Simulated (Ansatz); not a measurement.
TiC:

```
Ti C
1.0
     3.04209    0.00000    0.00000
    -1.52104    2.63452    0.00000
     0.00000    0.00000    2.69797
Ti C
1 1
Direct
  0.00000 0.00000 0.50000
  0.33333 0.66667 0.00000
```

The cell was built by a generator and needn't be a form met in nature.

Program: Ansatz 0.2.0. Alike in all runs: potentials or basis Ansatz PAW; no spin polarisation; cell as given; k mesh 10 × 10 × 10; cutoff (eV) 420.

**Question.** Order these runs on this cell by their pressure, lowest first.
A. level PBE; smearing gaussian 0.019 eV
B. level BLYP; smearing fermi-dirac 0.05 eV; points for each segment of the path 14
C. level PBEsol; smearing fermi-dirac 0.05 eV; points for each segment of the path 14
D. level revPBE; smearing fermi-dirac 0.05 eV; points for each segment of the path 14

**Answer.** C (-6.1 GPa), A (0.1 GPa), D (3.1 GPa), B (6.9 GPa).

Caveats: the PAW data sets come from PBE, with cores solved anew for the run's functional, which leaves a small shift of forces and pressure (some runs).
